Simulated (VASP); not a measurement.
# Ge: single point with PBE

Crystal: Ge.

```
Ge
1.0
     1.36702   -2.63255    0.01333
     1.36007    2.62881    0.00776
     0.02036   -0.00289    2.73319
Ge
1
Direct
  0.51761 0.51484 0.99297
```

The cell isn't the ideal one: cell strained at random at fixed volume.

```
Program                : VASP 6.6.1
Task                   : single point
Functional             : PBE
Potentials or basis    : VASP PAW PBE potentials, release 64 (Ge_d)
Cutoff                 : 520 eV
k mesh                 : 11 × 11 × 10
Occupations            : fermi-dirac, width 0.05 eV
Spin                   : no spin polarisation
Further INCAR settings : ALGO = Normal; EDIFF = 1e-07; NBANDS = 13
```

```json
{
  "Pressure": "-0.2 GPa",
  "Band gap on the k mesh": "none (metal or under the smearing width)"
}
```

Stress tensor (GPa, compression positive):
```
 4.03 -0.09 -0.33
-0.09 -1.52  0.07
-0.33  0.07 -3.02
```

Levels at points of the mesh, in eV from the Fermi level:
```
           k point  band 4  band 5  band 6  band 7  band 8  band 9  band 10  band 11
(0.00, 0.00, 0.00)  -24.52  -24.49  -12.86    6.19    6.92    9.39     9.83    11.98
(0.00, 0.00, 0.50)  -24.55  -24.54   -9.30   -5.67    9.59   12.04    15.43    16.10
```

Wall time 34 s on 1 thread of Intel(R) Xeon(R) 6975P-C (Granite Rapids), with other jobs on the host, peak memory 0.24 GiB.
